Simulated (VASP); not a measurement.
## KI: single point with PBE

Crystal: KI.

```
CELL_PARAMETERS angstrom
0.00000 3.53277 3.53277
3.53277 0.00000 3.53277
3.53277 3.53277 0.00000
ATOMIC_POSITIONS crystal
I 0.50000 0.50000 0.50000
K 0.00000 0.00000 0.00000
```

```yaml
Program: VASP 6.6.1
Task: single point
Functional: PBE
Potentials_or_basis: VASP PAW PBE potentials, release 64 (I_GW, K_sv_GW)
Cutoff: 550 eV
k_mesh: 7 × 7 × 7
Occupations: gaussian, width 0.1 eV
Spin: no spin polarisation
```

| Quantity | Value |
| --- | --- |
| Pressure | 0.6 GPa |
| Band gap on the k mesh | 3.96 eV, direct |

Levels at points of the mesh, in eV from the valence-band top:
```csv
k point,band 6,band 7,band 8,band 9,band 10,band 11
"(0.00, 0.00, 0.00)",0.00,0.00,0.00,3.96,6.51,6.51
```

It took 34 s on 1 thread of Intel(R) Xeon(R) Platinum 8488C (Sapphire Rapids), on a shared host, peak memory 0.24 GiB.

The gap isn't set beside the measured one, since this odd mesh misses points on the zone boundary.

Caveat: spin-orbit coupling is left out, which moves the levels of the heavy elements; an odd mesh through Γ misses points on the zone boundary, where band edges often lie.
